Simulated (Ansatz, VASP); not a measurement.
**Two plane-wave programs on Cd**

```xyz
1
Lattice="0.0000 2.2070 2.2070 2.2070 0.0000 2.2070 2.2070 2.2070 0.0000" Properties=species:S:1:pos:R:3 pbc="T T T"
Cd    0.0000    0.0000    0.0000
```

Alike in both runs: task single point; functional RPBE; k mesh 13 × 13 × 13; occupations fermi-dirac, width 0.1 eV; no spin polarisation.

|  | VASP | Ansatz |
| --- | --- | --- |
| version | VASP 6.6.1 | Ansatz 0.2.0 |
| potentials or method | VASP PAW PBE potentials, release 64 (Cd) | plane waves (420 eV) with PAW, scalar-relativistic |
| plane-wave cutoff (eV) | 520 | 420 |
| valence electrons in the cell | 12 | 20 |

|  | VASP | Ansatz | Ansatz less VASP |
| --- | --- | --- | --- |
| pressure (GPa) | 6.0 | 5.7 | -0.30 |

The two sets of potentials don't hold the same shells in valence.

Caveats: the PAW data sets were made with another functional, which shifts forces and pressure a little (VASP).
